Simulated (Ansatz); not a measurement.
# Ga (Cmcm) in Ansatz: equation of state

How stiff is Ga in PBE, and what volume does it want? The cell is scaled to several volumes.

All numbers are computed with Ansatz 0.2.0; they aren't measurements. Logs are shortened: lines on timing, memory, paths and dates and some standing lists are left out, and cuts for length are marked.

## (1) Starting point

The structure is orthorhombic, space group Cmcm (No. 63). Conventional cell: a = 2.900 Å, b = 8.130 Å, c = 3.170 Å, α = 90.00°, β = 90.00°, γ = 90.00°. Ga (site symmetry m2m) is surrounded by 8 Ga at 2.68 to 2.90 Å.

This isn't the form of Ga at room conditions, which is orthorhombic.

## (2) Single point, PBE, 17.56 Å³/atom (volume scaled by 0.94)

input.yaml reads:

```yaml
crystal:
  lattice:
    - [1.4203998576, -3.9820175319, 0.0]
    - [1.4203998576, 3.9820175319, 0.0]
    - [0.0, 0.0, 3.1052879646]
  atoms:
    - { symbol: Ga, position: [0.133, 0.867, 0.75] }
    - { symbol: Ga, position: [0.867, 0.133, 0.25] }
hamiltonian:
  xc: pbe
  pseudopotentials: { kind: paw }
kpoints:
  mp_grid: { grid: [10, 10, 8] }
scf:
  occupations: { method: fermi_dirac, width: 0.05 }
output:
  forces: true
  stress: true
  eigenvalues: true
```

Potentials or basis: Ansatz PAW.

Command:

```bash
ansatz run input.yaml --threads 2 --pin off --max-ram 5120MiB --backend cpu --events-out ev --progress --plain --runs-dir out
```

Output:

```text
Warning: RAYON_NUM_THREADS=2 ignored (pool sized by the plan → 2); use --threads N
Engine: ansatz 0.2.0, x86_64-unknown-linux-gnu
Pseudopotentials: kind: paw
Pseudopotential: Ga, paw, valence charge 13, recommended cutoff 420 eV (normal), Ga.paw.azcp
Functional definition: PBE
  parameter kappa = 0.804
  parameter beta = 0.06672455060314922
  exchange = pbe_x(kappa = kappa, mu = beta*pi^2/3)
  correlation = pbe_c(beta = beta)
Crystal: 2 atoms, lattice volume = 35.127 Å³
Basis set: ecut = 420 eV, 679 PW (Γ), exchange–correlation on 60×60×48 points (8 copies of the dense FFT grid, shifted against one another)
Bands: 17, of which v1, the nominal top of the filled ones, is band 13 counted from 1 (12 counted from 0)
Symmetry: 8 space group operations
Space group: Cmcm (ITA 63), of the structure as read, at distance tolerance 3.3e-5 Å
k-points: 155 of 800
Non-local potential: Ga, projectors of the file, l = 0: 2, l = 1: 2, l = 2: 3, l = 3: 1
PAW form: soft (Blöchl's): semilocal exchange-correlation on the pseudo side does not see the compensation charge
PAW one-centre angular grid: Ga, 590 points (default); XC on 64 Gauss nodes
Initial density: superposition of atomic densities (neutral atoms: chi_scale 0, normalization atom), corrected by the library's trained network
Initial wavefunctions: pseudopotential atomic-orbital guess
Functional: x = pbe(κ = 0.804, μ = 0.2195149727645171), c = pbe(β = 0.06672455060314922)
SCF iter   1: F=—  HF=-7565.964002 eV  |F-HF|=—  |Δ(HF+E_count)|=         —  Δρ=1.11e-3  dr2=4.31e-4  ethr=1.77e-3  ⟨swp⟩=5.4  Hψ=11784  notcnv=0
preconditioner: auto → Kerker (q_TF=auto, 2.595 Å⁻¹)  [metal: Δε(μ)=0.077 eV  Ē_g=17.476 eV  σ=0.050 eV  W_gap=0.36  n_scr=12 (ndim 8)  ℏωp=31.9 eV  f_vac=0.000  D(μ)=0.37/eV (n_scr^D=0)]
SCF iter   2: F=—  HF=-7565.963477 eV  |F-HF|=—  |Δ(HF+E_count)|=   5.26e-4  Δρ=8.74e-4  dr2=2.06e-4  ethr=1.66e-6  ⟨swp⟩=2.0  Hψ=5764  notcnv=0
SCF iter   3: F=—  HF=-7565.963469 eV  |F-HF|=—  |Δ(HF+E_count)|=   8.25e-6  Δρ=4.65e-4  dr2=8.69e-5  ethr=7.91e-7  ⟨swp⟩=2.0  Hψ=4169  notcnv=0
SCF iter   4: F=—  HF=-7565.963485 eV  |F-HF|=—  |Δ(HF+E_count)|=   1.60e-5  Δρ=2.13e-4  dr2=7.14e-6  ethr=3.34e-7  ⟨swp⟩=3.0  Hψ=4667  notcnv=0
SCF iter   5: F=—  HF=-7565.963477 eV  |F-HF|=—  |Δ(HF+E_count)|=   7.36e-6  Δρ=7.08e-5  dr2=6.99e-7  ethr=2.75e-8  ⟨swp⟩=2.0  Hψ=4465  notcnv=0
SCF iter   6: F=-7565.963477 eV  HF=-7565.963477 eV  |F-HF|=1.22e-7  |Δ(HF+E_count)|=   1.57e-7  Δρ=1.86e-5  dr2=5.75e-8  ethr=3.85e-10  ⟨swp⟩=3.3  Hψ=11134  notcnv=0
SCF 1 converged in 6 iterations: F = -7565.963477 eV  dr2 = 5.75e-8
SCF converged after 6 iterations
Free energy (F): -7565.963477 eV
Harris-Foulkes:  -7565.963477 eV  (|F-HF|=1.22e-7)
Internal energy: -7565.960260 eV  (E = F + TS)
E sigma→0 (E₀):  -7565.961868 eV
Entropy (-TS):   -0.003218 eV (-1.609 meV/atom)
Fermi energy:    10.768066 eV
--- Per-component energies (eV) ---
  E_band       = -49.452316
  E_kinetic    = 231.424734
  E_local      = -3510.813277  (includes V_loc(G=0)·N_el)
  E_nonlocal   = 844.903749
  E_hartree    = 1657.500054
  E_xc         = -139.688770
  E_vxc        = -117.640595  (∫ρ·V_xc dr)
  E_paw        = -3971.701900  (= ΣΔE_a)
  E_vpaw       = -812.309064  (= ΣTr[D̂ρ^β])
  E_aug_tail   = -0.000236  (compensation charges beyond the density's cutoff)
  E_ewald      = -2677.584613
  E_smearing   = -0.003218  (= −TS)
  E_closure    = 0.000000  (closes the sum)
  Σ components = -7565.963477   (vs F -7565.963477, Δ=0.00e0)
--- Forces (eV/Å), atoms counted from 1 ---
  atom   1  Ga     0.00000000    -0.23694651     0.00000000
  atom   2  Ga     0.00000000     0.23694651     0.00000000
  max |Σ_I F_I| component: 0.00e0 eV/Å
--- Stress (GPa, compression-positive) ---
        2.867078       0.000000       0.000000
        0.000000       6.552685       0.000000
        0.000000       0.000000       7.134406
  P = ⅓ Tr σ = 5.5181 GPa (55.181 kbar)
--- Band table (eV; the first three rows and the last of 155) ---
  k-point 0: bands = ["-4.5537", "-4.5171", "-4.4390", "-4.4302", "-4.2020", "-4.1806", "-4.1487", "-4.1293", "-4.1289", "-3.9461", "-1.0010", "8.2662", "9.3126", "13.7139", "17.4886", "18.9230", "19.8894"]
  k-point 1: bands = ["-4.5338", "-4.5194", "-4.4373", "-4.4004", "-4.2313", "-4.2248", "-4.1290", "-4.1102", "-4.1057", "-3.9757", "-0.7526", "8.5607", "9.2618", "11.7717", "19.1577", "20.1047", "20.1116"]
  k-point 2: bands = ["-4.5492", "-4.4426", "-4.4320", "-4.3424", "-4.2777", "-4.2772", "-4.1395", "-4.0729", "-4.0716", "-4.0450", "-0.0002", "7.7533", "9.4255", "10.8875", "17.7150", "17.8919", "19.8319"]
  k-point 154: bands = ["-4.4746", "-4.4746", "-4.3864", "-4.3864", "-4.2275", "-4.2275", "-4.1411", "-4.1411", "-4.0984", "-4.0984", "5.0380", "5.0380", "6.1954", "6.1954", "20.7946", "20.7946", "22.7309"]
```

Run time: 2.5 s. Hardware: 2 threads of Intel Xeon at 2.70GHz, shared host; peak memory 0.39 GiB.

Results:

* Free energy: -7565.9635 eV
* Pressure: 5.5 GPa
* Largest force: 0.237 eV/Å
* Band gap on the k mesh: none (metal or under the smearing width)

## (3) Single point, PBE, 17.94 Å³/atom (volume scaled by 0.96)

Changes to input.yaml since step 2:

```diff
@@ -2,5 +2,5 @@
   lattice:
-    - [1.4203998576, -3.9820175319, 0.0]
-    - [1.4203998576, 3.9820175319, 0.0]
-    - [0.0, 0.0, 3.1052879646]
+    - [1.4304030031, -4.0100608329, 0.0]
+    - [1.4304030031, 4.0100608329, 0.0]
+    - [0.0, 0.0, 3.1271569103]
   atoms:
```

Potentials or basis: Ansatz PAW.

Command:

```bash
ansatz run input.yaml --threads 2 --pin off --max-ram 5120MiB --backend cpu --events-out ev --progress --plain --runs-dir out
```

Output:

```text
Warning: RAYON_NUM_THREADS=2 ignored (pool sized by the plan → 2); use --threads N
Engine: ansatz 0.2.0, x86_64-unknown-linux-gnu
Pseudopotentials: kind: paw
Pseudopotential: Ga, paw, valence charge 13, recommended cutoff 420 eV (normal), Ga.paw.azcp
Functional definition: PBE
  parameter kappa = 0.804
  parameter beta = 0.06672455060314922
  exchange = pbe_x(kappa = kappa, mu = beta*pi^2/3)
  correlation = pbe_c(beta = beta)
Crystal: 2 atoms, lattice volume = 35.875 Å³
Basis set: ecut = 420 eV, 695 PW (Γ), exchange–correlation on 60×60×48 points (8 copies of the dense FFT grid, shifted against one another)
Bands: 17, of which v1, the nominal top of the filled ones, is band 13 counted from 1 (12 counted from 0)
Symmetry: 8 space group operations
Space group: Cmcm (ITA 63), of the structure as read, at distance tolerance 3.3e-5 Å
k-points: 155 of 800
Non-local potential: Ga, projectors of the file, l = 0: 2, l = 1: 2, l = 2: 3, l = 3: 1
PAW form: soft (Blöchl's): semilocal exchange-correlation on the pseudo side does not see the compensation charge
PAW one-centre angular grid: Ga, 590 points (default); XC on 64 Gauss nodes
Initial density: superposition of atomic densities (neutral atoms: chi_scale 0, normalization atom), corrected by the library's trained network
Initial wavefunctions: pseudopotential atomic-orbital guess
Functional: x = pbe(κ = 0.804, μ = 0.2195149727645171), c = pbe(β = 0.06672455060314922)
SCF iter   1: F=—  HF=-7565.986129 eV  |F-HF|=—  |Δ(HF+E_count)|=         —  Δρ=1.16e-3  dr2=4.99e-4  ethr=1.77e-3  ⟨swp⟩=5.5  Hψ=11979  notcnv=0
preconditioner: auto → none  [insulator: Δε(μ)=0.117 eV  Ē_g=17.368 eV  σ=0.050 eV  W_gap=0.53  n_scr=12 (ndim 8)  ℏωp=31.6 eV  f_vac=0.000  D(μ)=0.32/eV (n_scr^D=0)  ε∞_Penn≈4.3]
SCF iter   2: F=—  HF=-7565.985613 eV  |F-HF|=—  |Δ(HF+E_count)|=   5.15e-4  Δρ=8.10e-4  dr2=1.14e-4  ethr=1.92e-6  ⟨swp⟩=2.0  Hψ=5735  notcnv=0
SCF iter   3: F=—  HF=-7565.985589 eV  |F-HF|=—  |Δ(HF+E_count)|=   2.44e-5  Δρ=3.23e-4  dr2=1.88e-5  ethr=4.37e-7  ⟨swp⟩=2.0  Hψ=4268  notcnv=0
SCF iter   4: F=—  HF=-7565.985610 eV  |F-HF|=—  |Δ(HF+E_count)|=   2.10e-5  Δρ=8.13e-5  dr2=2.09e-6  ethr=7.25e-8  ⟨swp⟩=2.0  Hψ=3096  notcnv=0
SCF iter   5: F=—  HF=-7565.985611 eV  |F-HF|=—  |Δ(HF+E_count)|=   1.38e-6  Δρ=2.28e-5  dr2=1.27e-7  ethr=8.02e-9  ⟨swp⟩=3.0  Hψ=4716  notcnv=0
SCF iter   6: F=-7565.985611 eV  HF=-7565.985611 eV  |F-HF|=1.79e-8  |Δ(HF+E_count)|=   7.30e-8  Δρ=8.12e-6  dr2=1.06e-8  ethr=3.85e-10  ⟨swp⟩=5.2  Hψ=12317  notcnv=0
SCF 1 converged in 6 iterations: F = -7565.985611 eV  dr2 = 1.06e-8
SCF converged after 6 iterations
Free energy (F): -7565.985611 eV
Harris-Foulkes:  -7565.985611 eV  (|F-HF|=1.79e-8)
Internal energy: -7565.982644 eV  (E = F + TS)
E sigma→0 (E₀):  -7565.984128 eV
Entropy (-TS):   -0.002967 eV (-1.483 meV/atom)
Fermi energy:    10.439301 eV
--- Per-component energies (eV) ---
  E_band       = -56.438993
  E_kinetic    = 230.915588
  E_local      = -3540.922325  (includes V_loc(G=0)·N_el)
  E_nonlocal   = 844.866055
  E_hartree    = 1669.153869
  E_xc         = -139.423466
  E_vxc        = -117.270674  (∫ρ·V_xc dr)
  E_paw        = -3971.712490  (= ΣΔE_a)
  E_vpaw       = -812.343054  (= ΣTr[D̂ρ^β])
  E_aug_tail   = -0.000243  (compensation charges beyond the density's cutoff)
  E_ewald      = -2658.859632
  E_smearing   = -0.002967  (= −TS)
  E_closure    = 0.000000  (closes the sum)
  Σ components = -7565.985611   (vs F -7565.985611, Δ=0.00e0)
--- Forces (eV/Å), atoms counted from 1 ---
  atom   1  Ga    -0.00000000    -0.22831371     0.00000000
  atom   2  Ga     0.00000000     0.22831371     0.00000000
  max |Σ_I F_I| component: 2.78e-17 eV/Å
--- Stress (GPa, compression-positive) ---
        1.652933       0.000000       0.000000
        0.000000       4.815658      -0.000000
        0.000000      -0.000000       5.530852
  P = ⅓ Tr σ = 3.9998 GPa (39.998 kbar)
--- Band table (eV; the first three rows and the last of 155) ---
  k-point 0: bands = ["-4.8149", "-4.7827", "-4.7083", "-4.6975", "-4.4827", "-4.4631", "-4.4319", "-4.4142", "-4.4130", "-4.2385", "-1.1326", "8.0312", "8.9569", "13.3811", "17.1209", "18.4949", "19.4482"]
  k-point 1: bands = ["-4.7981", "-4.7823", "-4.7067", "-4.6696", "-4.5107", "-4.5048", "-4.4130", "-4.3957", "-4.3916", "-4.2664", "-0.8881", "8.3198", "8.9000", "11.4837", "18.7247", "19.6587", "19.6979"]
  k-point 2: bands = ["-4.8123", "-4.7115", "-4.6995", "-4.6146", "-4.5549", "-4.5546", "-4.4227", "-4.3603", "-4.3590", "-4.3319", "-0.1481", "7.4526", "9.1679", "10.5805", "17.3225", "17.4686", "19.3839"]
  k-point 154: bands = ["-4.7408", "-4.7408", "-4.6557", "-4.6557", "-4.5072", "-4.5072", "-4.4249", "-4.4249", "-4.3837", "-4.3837", "4.7724", "4.7724", "5.9956", "5.9956", "20.3276", "20.3276", "22.2308"]
```

Wall time 2.3 s (2 threads of Intel Xeon at 2.70GHz, shared host); peak memory 0.39 GiB.

What came out:

* Free energy: -7565.9856 eV
* Pressure: 4.0 GPa
* Largest force: 0.228 eV/Å
* Band gap on the k mesh: none (metal or under the smearing width)

## (4) Single point, PBE, 18.31 Å³/atom (volume scaled by 0.98)

Changes to input.yaml since step 3:

```diff
@@ -2,5 +2,5 @@
   lattice:
-    - [1.4304030031, -4.0100608329, 0.0]
-    - [1.4304030031, 4.0100608329, 0.0]
-    - [0.0, 0.0, 3.1271569103]
+    - [1.4402681631, -4.0377172988, 0.0]
+    - [1.4402681631, 4.0377172988, 0.0]
+    - [0.0, 0.0, 3.1487241912]
   atoms:
```

Command:

```bash
ansatz run input.yaml --threads 2 --pin off --max-ram 5120MiB --backend cpu --events-out ev --progress --plain --runs-dir out
```

It took 2.4 s on 2 threads of Intel Xeon at 2.70GHz, shared host; peak memory 0.4 GiB.

It converged, with:

| Item | Value |
| --- | --- |
| Free energy | -7566.0010 eV |
| Pressure | 2.6 GPa |
| Largest force | 0.220 eV/Å |
| Band gap on the k mesh | none (metal or under the smearing width) |

## (5) Single point, PBE, 18.68 Å³/atom

Changes to input.yaml since step 4:

```diff
@@ -2,5 +2,5 @@
   lattice:
-    - [1.4402681631, -4.0377172988, 0.0]
-    - [1.4402681631, 4.0377172988, 0.0]
-    - [0.0, 0.0, 3.1487241912]
+    - [1.45, -4.065, 0.0]
+    - [1.45, 4.065, 0.0]
+    - [0.0, 0.0, 3.17]
   atoms:
```

Command:

```bash
ansatz run input.yaml --threads 2 --pin off --max-ram 5120MiB --backend cpu --events-out ev --progress --plain --runs-dir out
```

It took 2.5 s on 2 threads of Intel Xeon at 2.70GHz, shared host; peak memory 0.4 GiB.

Results (log left out):

| Property | Result |
| --- | --- |
| Free energy | -7566.0105 eV |
| Pressure | 1.4 GPa |
| Largest force | 0.213 eV/Å |
| Band gap on the k mesh | none (metal or under the smearing width) |

## (6) Single point, PBE, 19.06 Å³/atom (volume scaled by 1.02)

Changes to input.yaml since step 5:

```diff
@@ -2,5 +2,5 @@
   lattice:
-    - [1.45, -4.065, 0.0]
-    - [1.45, 4.065, 0.0]
-    - [0.0, 0.0, 3.17]
+    - [1.4596029289, -4.0919213144, 0.0]
+    - [1.4596029289, 4.0919213144, 0.0]
+    - [0.0, 0.0, 3.1909939893]
   atoms:
@@ -19 +19,5 @@
   eigenvalues: true
+  write_density: true
+  write_potential: true
+  elf: true
+  volumetric_format: npy
```

Potentials or basis: Ansatz PAW.

Command:

```bash
ansatz run input.yaml --threads 2 --pin off --max-ram 5120MiB --backend cpu --events-out ev --progress --plain --runs-dir out
```

Run time: 3.1 s. Hardware: 2 threads of Intel Xeon at 2.70GHz, shared host; peak memory 0.41 GiB.

The run converged. Its results:

| Property | Result |
| --- | --- |
| Free energy | -7566.0147 eV |
| Pressure | 0.4 GPa |
| Largest force | 0.205 eV/Å |
| Band gap on the k mesh | none (metal or under the smearing width) |

## (7) Single point, PBE, 19.43 Å³/atom (volume scaled by 1.04)

input.yaml reads:

```yaml
crystal:
  lattice:
    - [1.4690811355, -4.1184929765, 0.0]
    - [1.4690811355, 4.1184929765, 0.0]
    - [0.0, 0.0, 3.2117153101]
  atoms:
    - { symbol: Ga, position: [0.133, 0.867, 0.75] }
    - { symbol: Ga, position: [0.867, 0.133, 0.25] }
hamiltonian:
  xc: pbe
  pseudopotentials: { kind: paw }
kpoints:
  mp_grid: { grid: [10, 10, 8] }
scf:
  occupations: { method: fermi_dirac, width: 0.05 }
output:
  forces: true
  stress: true
  eigenvalues: true
```

Command:

```bash
ansatz run input.yaml --threads 2 --pin off --max-ram 5120MiB --backend cpu --events-out ev --progress --plain --runs-dir out
```

Wall time 2.4 s (2 threads of Intel Xeon at 2.70GHz, shared host); peak memory 0.4 GiB.

Results (log left out):

* Free energy: -7566.0142 eV
* Pressure: -0.6 GPa
* Largest force: 0.197 eV/Å
* Band gap on the k mesh: none (metal or under the smearing width)

## (8) Single point, PBE, 19.81 Å³/atom (volume scaled by 1.06)

Changes to input.yaml since step 7:

```diff
@@ -2,5 +2,5 @@
   lattice:
-    - [1.4690811355, -4.1184929765, 0.0]
-    - [1.4690811355, 4.1184929765, 0.0]
-    - [0.0, 0.0, 3.2117153101]
+    - [1.4784385925, -4.1447261231, 0.0]
+    - [1.4784385925, 4.1447261231, 0.0]
+    - [0.0, 0.0, 3.2321726471]
   atoms:
```

Command:

```bash
ansatz run input.yaml --threads 2 --pin off --max-ram 5120MiB --backend cpu --events-out ev --progress --plain --runs-dir out
```

It took 2.5 s on 2 threads of Intel Xeon at 2.70GHz, shared host; peak memory 0.4 GiB.

The run converged. Its results:

```
Free energy            : -7566.0096 eV
Pressure               : -1.4 GPa
Largest force          : 0.189 eV/Å
Band gap on the k mesh : none (metal or under the smearing width)
```

## (9) Equation of state, PBE

Potentials or basis: Ansatz PAW.

This step only gathers the single runs of the series.

Results:

* Equilibrium volume: 19.20 Å³/atom
* Bulk modulus at fixed shape and positions: 49 GPa
* Pressure derivative of the bulk modulus: 5.2

Energy against volume, from the lowest point:
```tsv
volume (Å³/atom)	energy (meV/atom)
17.564	25.60
17.937	14.54
18.311	6.82
18.685	2.08
19.058	0.00
19.432	0.25
19.806	2.56
```

Caveat: the cell was scaled at fixed shape and fractional positions, which overstates the stiffness of a crystal with free parameters, most of all of layers and chains.
